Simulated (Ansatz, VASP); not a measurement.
# Sb: VASP beside Ansatz

```xyz
1
Lattice="0.0000 2.3050 2.3742 2.3050 0.0000 2.3742 2.3050 2.3050 0.0000" Properties=species:S:1:pos:R:3 pbc="T T T"
Sb    0.0000    0.0000    0.0000
```

Change from the starting cell: zz strain of +3 %.

Alike in both runs: task single point; functional PBEsol; k mesh 12 × 12 × 12; occupations fermi-dirac, width 0.05 eV; no spin polarisation.

```csv
,VASP,Ansatz
version,VASP 6.6.1,Ansatz 0.2.0
potentials or method,"VASP PAW PBE potentials, release 64 (Sb), cutoff 520 eV","all-electron LAPW, scalar-relativistic"
```

|  | VASP | Ansatz | Ansatz less VASP |
| --- | --- | --- | --- |
| pressure (GPa) | 2.8 | 2.8 | 0.00 |
| largest component of the traceless stress (GPa) | 0.70 | 0.70 | +0.004 |

Ansatz ran all-electron here, so the differences hold the error of VASP's frozen core and of both bases.

Caveats: the PAW data sets were made with another functional, which shifts forces and pressure a little (VASP). The runs have no spin-orbit coupling, so splittings on Sb are missing.
